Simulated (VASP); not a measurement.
# LiSe (P4/mmm) in VASP: equation of state, part 2 of 2

VASP 6.6.1. Earlier steps stand in the parts before.

## (3) Equation of state, PBE, 17.07 Å³/atom (volume scaled by 0.96)

Contents of INCAR:

```
ALGO = Normal
EDIFF = 1E-7
ENCUT = 520
GGA = PE
ISIF = 2
ISMEAR = -1
LASPH = True
LCHARG = False
LREAL = False
LWAVE = False
NBANDS = 12
NELM = 100
PREC = Accurate
SIGMA = 0.05
```

Contents of KPOINTS:

```
k-points
0
Gamma
  9 9 7
```

Contents of POSCAR:

```
LiSe
1.0
    3.0231518147      0.0000000000      0.0000000000
    0.0000000000      3.0231518147      0.0000000000
    0.0000000000      0.0000000000      3.7350781866
Li Se
1 1
Direct
    0.5000000000      0.5000000000      0.0000000000
    0.0000000000      0.0000000000      0.5000000000
```

Potentials or basis: VASP PAW PBE potentials, release 64 (Li_sv, Se).

Launch:

```bash
> cat potpaw_PBE.64/Li_sv/POTCAR potpaw_PBE.64/Se/POTCAR > POTCAR
> mpirun -np 1 vasp_std > vasp.out
```

OUTCAR:

```text
EDIFF = 1E-7
   ENCUT = 520
   GGA = PE
   ISIF = 2
   ISMEAR = -1
   LASPH = True
   LREAL = False
   NELM = 100
   PREC = Accurate

 Found     60 irreducible k-points:

 Following reciprocal coordinates:
            Coordinates               Weight
  0.000000  0.000000  0.000000      1.000000
  0.111111  0.000000  0.000000      4.000000
  0.222222  0.000000  0.000000      4.000000
  0.333333  0.000000  0.000000      4.000000
  0.444444  0.000000  0.000000      4.000000
  0.111111  0.111111  0.000000      4.000000
   k-points           NKPTS =     60   k-points in BZ     NKDIM =     60   number of bands    NBANDS=     12
   number of dos      NEDOS =    301   number of ions     NIONS =      2
   total plane-waves  NPLWV =  16128
   dimension x,y,z NGX =    24 NGY =   24 NGZ =   28
   dimension x,y,z NGXF=    48 NGYF=   48 NGZF=   56
   ions per type =               1   1
   NGX,Y,Z   is equivalent  to a cutoff of  13.20, 13.20, 12.46 a.u.
   NGXF,Y,Z  is equivalent  to a cutoff of  26.40, 26.40, 24.93 a.u.
 SYSTEM =  unknown system
   PREC   = accura    normal or accurate (medium, high low for compatibility)
   ISTART =      0    job   : 0-new  1-cont  2-samecut
   ICHARG =      2    charge: 1-file 2-atom 10-const
   ISPIN  =      1    spin polarized calculation?
   LNONCOLLINEAR =      F non collinear calculations
[... 69 lines left out ...]
      8      11.1710      0.00000
      9      15.6975      0.00000
     10      16.9989      0.00000
     11      16.9989      0.00000
     12      19.7376      0.00000
[... 61 lines left out ...]
 k-point     6 :       0.1111    0.1111    0.0000
  band No.  band energies     occupation
      1     -42.4951      2.00000
      2     -10.1102      2.00000
      3       1.6665      2.00000
      4       3.6186      1.99989
      5       3.6430      1.99982
      6       7.0282      0.00000
      7      12.6873      0.00000
      8      12.8365      0.00000
      9      14.2076      0.00000
     10      16.0736      0.00000
     11      16.3649      0.00000
     12      17.9091      0.00000

 [... further k-points ...]

------------------------ aborting loop because EDIFF is reached ----------------------------------------

  FORCE on cell =-STRESS in cart. coord.  units (eV):
  Direction    XX          YY          ZZ          XY          YZ          ZX
  --------------------------------------------------------------------------------------
  -------------------------------------------------------------------------------------
  Total        0.4831206      0.4831206      0.3478152      0.0000000      0.0000000      0.0000000
  in kB       22.6749613     22.6749613     16.3244856      0.0000000      0.0000000      0.0000000
  external PRESSURE =      20.5581361 kB  Pullay stress =       0.0000000 kB

 VOLUME and BASIS-vectors are now :
 -----------------------------------------------------------------------------
  energy-cutoff  :      520.00
  volume of cell :       34.14
      direct lattice vectors                 reciprocal lattice vectors
     3.023151815  0.000000000  0.000000000     0.330780610  0.000000000  0.000000000
     0.000000000  3.023151815  0.000000000     0.000000000  0.330780610  0.000000000
     0.000000000  0.000000000  3.735078187     0.000000000  0.000000000  0.267732013

 POSITION                                       TOTAL-FORCE (eV/Angst)
 -----------------------------------------------------------------------------------
      1.51158      1.51158      0.00000         0.000000      0.000000      0.000000
      0.00000      0.00000      1.86754         0.000000      0.000000      0.000000
 -----------------------------------------------------------------------------------
    total drift:                                0.000000     -0.000000     -0.000000

  FREE ENERGIE OF THE ION-ELECTRON SYSTEM (eV)
  ---------------------------------------------------
  free  energy   TOTEN  =        -6.8852327607 eV

  energy  without entropy=       -6.8808067727  energy(sigma->0) =       -6.88301977
```

stdout:

```text
POSCAR found type information on POSCAR LiSe
 POSCAR found :  2 types and       2 ions
 scaLAPACK will be used
 LDA part: xc-table for (Slater+PW92), standard interpolation
 POSCAR, INCAR and KPOINTS ok, starting setup
 FFT: planning ... GRIDC
 FFT: planning ... GRID_SOFT
 FFT: planning ... GRID
 WAVECAR not read
 entering main loop
```

Run time: 8.1 s. Hardware: 1 thread of Intel Xeon 6975P-C (Granite Rapids), shared host; peak memory 0.15 GiB.

Results:

* Free energy: -6.8852 eV
* Band gap on the k mesh: none (metal or under the smearing width)

Caveat: the cutoff is under 1.25 times the usual one of these potentials, so pressure, stress and relaxed cells hold a basis-set (Pulay) error.

## (4) Equation of state, PBE, 17.42 Å³/atom (volume scaled by 0.98)

Contents of INCAR:

```
SYSTEM = LiSe
ALGO     = Normal         ! electronic algorithm
EDIFF    = 1E-7           ! SCF threshold, eV
ENCUT    = 520            ! plane-wave cutoff, eV
GGA      = PE             ! functional
ISIF     = 2              ! what is computed and relaxed
ISMEAR   = -1             ! smearing method
LASPH    = .True.         ! aspherical terms in the spheres
LCHARG   = .False.        ! write CHGCAR
LREAL    = .False.        ! projectors in reciprocal space
LWAVE    = .False.        ! write WAVECAR
NBANDS   = 12             ! bands
NELM     = 80             ! most SCF steps
PREC     = Accurate       ! precision mode
SIGMA    = 0.05           ! smearing width, eV
```

Contents of KPOINTS:

```
k-points
0
Gamma
  9 9 7
  0 0 0
```

Contents of POSCAR:

```
LiSe
1.0
    3.0440017964      0.0000000000      0.0000000000
    0.0000000000      3.0440017964      0.0000000000
    0.0000000000      0.0000000000      3.7608381605
Li Se
1 1
Direct
    0.5000000000      0.5000000000      0.0000000000
    0.0000000000      0.0000000000      0.5000000000
```

Launch:

```bash
> cat potpaw_PBE.64/Li_sv/POTCAR potpaw_PBE.64/Se/POTCAR > POTCAR
> mpirun -np 1 vasp_std > vasp.out
```

Run time: 8.9 s. Hardware: 1 thread of Intel Xeon 6975P-C (Granite Rapids), shared host; peak memory 0.14 GiB.

It converged, with:

```yaml
Free_energy: -6.8922 eV
Band_gap_on_the_k_mesh: none (metal or under the smearing width)
```

Caveat: the cutoff is under 1.25 times the usual one of these potentials, so pressure, stress and relaxed cells hold a basis-set (Pulay) error.

## (5) Equation of state, PBE, 18.14 Å³/atom (volume scaled by 1.02)

Contents of INCAR:

```
  ALGO = Normal
  EDIFF = 1E-7
  ENCUT = 520
  GGA = PE
  ISIF = 2
  ISMEAR = -1
  LASPH = T
  LCHARG = F
  LREAL = F
  LWAVE = F
  NBANDS = 12
  NELM = 60
  PREC = Accurate
  SIGMA = 0.05
```

Contents of KPOINTS:

```
k-points
0
Gamma
  9 9 7
```

Contents of POSCAR:

```
LiSe
1.0
    3.0848657570      0.0000000000      0.0000000000
    0.0000000000      3.0848657570      0.0000000000
    0.0000000000      0.0000000000      3.8113252341
Li Se
1 1
Direct
    0.5000000000      0.5000000000      0.0000000000
    0.0000000000      0.0000000000      0.5000000000
```

Launch:

```bash
> cat potpaw_PBE.64/Li_sv/POTCAR potpaw_PBE.64/Se/POTCAR > POTCAR
> mpirun -np 1 vasp_std > vasp.out
```

It took 12 s on 1 thread of Intel Xeon 6975P-C (Granite Rapids), shared host; peak memory 0.16 GiB.

The run converged. Its results:

```
Free energy            : -6.8931 eV
Band gap on the k mesh : none (metal or under the smearing width)
```

Caveat: the cutoff is under 1.25 times the usual one of these potentials, so pressure, stress and relaxed cells hold a basis-set (Pulay) error.

## (6) Equation of state, PBE, 18.49 Å³/atom (volume scaled by 1.04)

Contents of INCAR:

```
SYSTEM = LiSe
PREC = Accurate
ENCUT = 520
EDIFF = 1E-7
ISMEAR = -1
SIGMA = 0.05
LREAL = .FALSE.
LASPH = .TRUE.
NELM = 100
ALGO = Normal
ISIF = 2
LWAVE = .FALSE.
LCHARG = .FALSE.
GGA = PE
NBANDS = 12
```

Contents of KPOINTS:

```
regular mesh
0
G
  9 9 7
  0 0 0
```

Contents of POSCAR:

```
LiSe
1.0
    3.1048979142      0.0000000000      0.0000000000
    0.0000000000      3.1048979142      0.0000000000
    0.0000000000      0.0000000000      3.8360747927
Li Se
1 1
Direct
    0.5000000000      0.5000000000      0.0000000000
    0.0000000000      0.0000000000      0.5000000000
```

Potentials or basis: VASP PAW PBE potentials, release 64 (Li_sv, Se).

Launch:

```bash
> cat potpaw_PBE.64/Li_sv/POTCAR potpaw_PBE.64/Se/POTCAR > POTCAR
> mpirun -np 1 vasp_std > vasp.out
```

Wall time 10 s (1 thread of Intel Xeon 6975P-C (Granite Rapids), shared host); peak memory 0.16 GiB.

The run converged. Its results:

- Free energy: -6.8880 eV
- Band gap on the k mesh: none (metal or under the smearing width)

Caveat: the cutoff is under 1.25 times the usual one of these potentials, so pressure, stress and relaxed cells hold a basis-set (Pulay) error.

## (7) Equation of state, PBE, 18.85 Å³/atom (volume scaled by 1.06)

Contents of INCAR:

```
PREC     = Accurate       # precision mode
ENCUT    = 520            # plane-wave cutoff, eV
EDIFF    = 1E-7           # SCF threshold, eV
ISMEAR   = -1             # smearing method
SIGMA    = 0.05           # smearing width, eV
LREAL    = F              # projectors in reciprocal space
LASPH    = T              # aspherical terms in the spheres
NELM     = 60             # most SCF steps
ALGO     = Normal         # electronic algorithm
ISIF     = 2              # what is computed and relaxed
LWAVE    = F              # write WAVECAR
LCHARG   = F              # write CHGCAR
GGA      = PE             # functional
NBANDS   = 12             # bands
```

Contents of KPOINTS:

```
Automatic mesh
0
Gamma
  9 9 7
```

Contents of POSCAR:

```
LiSe
1.0
    3.1246748672      0.0000000000      0.0000000000
    0.0000000000      3.1246748672      0.0000000000
    0.0000000000      0.0000000000      3.8605090489
Li Se
1 1
Direct
    0.5000000000      0.5000000000      0.0000000000
    0.0000000000      0.0000000000      0.5000000000
```

Launch:

```bash
> cat potpaw_PBE.64/Li_sv/POTCAR potpaw_PBE.64/Se/POTCAR > POTCAR
> mpirun -np 1 vasp_std > vasp.out
```

Wall time 12 s (1 thread of Intel Xeon 6975P-C (Granite Rapids), shared host); peak memory 0.16 GiB.

Results (log left out):

| Property | Result |
| --- | --- |
| Free energy | -6.8796 eV |
| Band gap on the k mesh | none (metal or under the smearing width) |

Caveat: the cutoff is under 1.25 times the usual one of these potentials, so pressure, stress and relaxed cells hold a basis-set (Pulay) error.

## (8) Equation of state, PBE

Potentials or basis: VASP PAW PBE potentials, release 64 (Li_sv, Se).

No new run: the results of the series are fitted here.

What came out:

```
Equilibrium volume                        : 17.82 Å³/atom
Bulk modulus at fixed shape and positions : 45 GPa
Pressure derivative of the bulk modulus   : 4.3
```

Energy against volume, from the lowest point:
```tsv
volume (Å³/atom)	energy (meV/atom)
16.713	10.67
17.068	4.71
17.424	1.24
17.779	0.00
18.135	0.77
18.491	3.34
18.846	7.54
```

Caveat: the cutoff is under 1.25 times the usual one of these potentials, so pressure, stress and relaxed cells hold a basis-set (Pulay) error; the cell was scaled at fixed shape and fractional positions, which overstates the stiffness of a crystal with free parameters, most of all of layers and chains.
